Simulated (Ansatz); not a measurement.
## Al2O3, space group P-3m1: a single point from an input typed as a dict

Run with Ansatz's Python interface.

`deck_al2o3.py`:
```python
'''Al2O3 from an input typed as a mapping.'''

from collections import Counter
import warnings

import ansatz as az

warnings.simplefilter('ignore', az.DeckWarning)

deck = {
    'crystal': {
        'lattice': [[3.017483, 0.0, 0.0], [-1.508741, 2.613217, 0.0], [0.0, 0.0, 7.574636]],
        'atoms': [
            {'symbol': 'Al', 'position': [0.0, 0.0, 0.277951]},
            {'symbol': 'Al', 'position': [0.0, 0.0, 0.722049]},
            {'symbol': 'O', 'position': [0.333333, 0.666667, 0.199454]},
            {'symbol': 'O', 'position': [0.666667, 0.333333, 0.800546]},
            {'symbol': 'O', 'position': [0.0, 0.0, 0.5]},
        ],
    },
    'kpoints': {'mp_grid': {'grid': [7, 7, 3]}},
    'hamiltonian': {'xc': 'pbesol'},
    'scf': {'occupations': {'method': 'fixed'}},
    'basis': {'ecutwfc': 420},
    'output': {'forces': True},
}

done = az.Session.from_dict(deck).plan().execute()
data = done.report

for key in ('converged', 'n_iterations', 'n_electrons', 'n_kpoints', 'n_pw', 'n_symmetry_ops', 'free_energy_ev', 'fermi_energy_ev'):
    print(f'{key:18s} {data[key]}')

# forces in eV per angstrom
print('forces (eV/A)')
for site, force in zip(done.lattice.sites, data['forces_ev_ang']):
    print(f'  {site.symbol:2s} {force[0]:9.4f} {force[1]:9.4f} {force[2]:9.4f}')

told = Counter((n['data']['severity'], n['data']['kind']) for n in done.notices if n['event'] == 'notice')
for (severity, kind), count in sorted(told.items()):
    print(f'{severity:8s} {kind} x{count}')
```

Output of `python deck_al2o3.py`:
```text
converged          True
n_iterations       7
n_electrons        24.0
n_kpoints          20
n_pw               1165
n_symmetry_ops     12
free_energy_ev     -2737.8391861275422
fermi_energy_ev    4.873166513896565
forces (eV/A)
  Al    0.0000    0.0000    0.1757
  Al   -0.0000   -0.0000   -0.1757
  O    -0.0000   -0.0000    0.1850
  O     0.0000    0.0000   -0.1850
  O    -0.0000    0.0000    0.0000
audit    band_cg_iterations x1
audit    loop_bands_changed x1
audit    preconditioner_resolved x1
```

Reading the output:
- Absolute energies stand on the zero of these potentials, so only differences at equal settings mean something. A total without «per atom» is that of the cell as typed.
- With fixed filling the reported Fermi level is the top filled level among the k-points of the SCF.
- Only differences from the Fermi energy are physical; the zero of the scale is a convention.
- The structure comes from a database of computed cells and needn't be a stable or known phase.
- Wall time of the script: 1.3 s on 1 thread of Intel(R) Xeon(R) CPU @ 2.60GHz (Ice Lake), on a shared host, peak memory 0.37 GiB.

(Lines on the test bed's own set-up are left out of the output.)
